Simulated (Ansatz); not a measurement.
**NiSb: under pressure**

The task here is to estimate one member of a computed series from the others.

Computed with Ansatz 0.2.0 (DFT PBEsol, scalar-relativistic, plane waves, PAW, unless a step's input says otherwise).

1 further run of the same task is left out (set aside as unsound or not needed).

**The system as given**

It takes space group P6_3/mmc (No. 194, hexagonal). The conventional cell has a = 3.916 Å, b = 3.916 Å, c = 5.070 Å, α = 90.00°, β = 90.00°, γ = 120.00°. Ni (site symmetry -3m) is surrounded by 2 Ni at 2.54 Å and 6 Sb at 2.59 Å. Around Sb (site symmetry -6m2) lie 6 Ni at 2.59 Å.

Coordinates:

```cif
data_structure
_symmetry_space_group_name_H-M 'P6_3/mmc'
_symmetry_Int_Tables_number 194
_cell_length_a 3.9159
_cell_length_b 3.9159
_cell_length_c 5.0703
_cell_angle_alpha 90.000
_cell_angle_beta 90.000
_cell_angle_gamma 120.000
_cell_volume 67.33
loop_
_atom_site_label
_atom_site_type_symbol
_atom_site_symmetry_multiplicity
_atom_site_Wyckoff_symbol
_atom_site_fract_x
_atom_site_fract_y
_atom_site_fract_z
_atom_site_occupancy
Ni1 Ni 2 a 0.00000 0.00000 0.00000 1
Sb1 Sb 2 c 0.33333 0.66667 0.25000 1
```

It is the result of an earlier relaxation at this level (volume 16.83 Å³/atom; gap on the mesh: none (metal)).

The first run:

input.yaml

```yaml
crystal:
  lattice:
    - [3.9412242126, 0.0, 0.0]
    - [-1.9706121063, 3.4132002901, 0.0]
    - [0.0, 0.0, 5.1030356003]
  atoms:
    - { symbol: Ni, position: [0.0, 0.0, 0.0] }
    - { symbol: Ni, position: [0.0, 0.0, 0.5] }
    - { symbol: Sb, position: [0.3333333333, 0.6666666667, 0.25] }
    - { symbol: Sb, position: [0.6666666667, 0.3333333333, 0.75] }
basis:
  ecutwfc: 420
kpoints:
  mp_grid: { grid: [12, 12, 8] }
hamiltonian:
  xc: pbesol
scf:
  occupations: { method: gaussian, width: 0.1 }
output:
  forces: true
  stress: true
  eigenvalues: true
relax:
  adjacent_minimum: "off"
  f_tol: 0.008
  max_steps: 50
  cell: { stress_tol: 0.08, p_target: -2.0 }
```

The run is started by

```console
> ansatz run input.yaml --threads 1 --pin off --max-ram 2560MiB --backend cpu --events-out ev --progress --plain --runs-dir out
```

Among the steps run: Relaxing at -2 GPa; 2 GPa; Relaxing at 5 GPa; 10 GPa; Relaxing at 20 GPa; Relaxing at 40 GPa.

One of the session's tables, all rows but one given; the rest of the session is left out.

It belongs to the step «Volume, cell and gap against pressure». Lengths are those of the vectors of the cell that was run:

```
P (GPa)  V (Å³/atom)  a (Å)  b (Å)  c (Å)  ΔH (eV/atom)
     -2        17.10  3.937  3.937  5.097        -0.212
      0        16.83  3.916  3.916  5.070         0.000
      2            ?      ?      ?      ?             ?
      5        16.26  3.871  3.871  5.011         0.516
     10        15.78  3.832  3.832  4.962         1.016
     20        15.00  3.768  3.768  4.879         1.975
     40        13.89  3.678  3.678  4.743         3.773
```

**Question.** Estimate the row for P (GPa) = 2.

Worked estimate for «V (Å³/atom)». A straight line through the neighbours (0, 16.83) and (5, 16.26) gives 16.83 + (16.26 − 16.83) × (2 − 0) / (5 − 0) = 16.60; a parabola fitted to 4 rows on both sides gives 16.59.

As computed: V (Å³/atom): 16.59; a (Å): 3.897; b (Å): 3.897; c (Å): 5.045; ΔH (eV/atom): 0.209. In «V (Å³/atom)» the line misses by +0.01 and the parabola by 0.00.

ΔH is E + PV over the energy at zero pressure; a, b and c are the vectors of the computed cell. 

Caveats from the session: The final runs have no spin polarisation, so a magnetic state may lie lower.
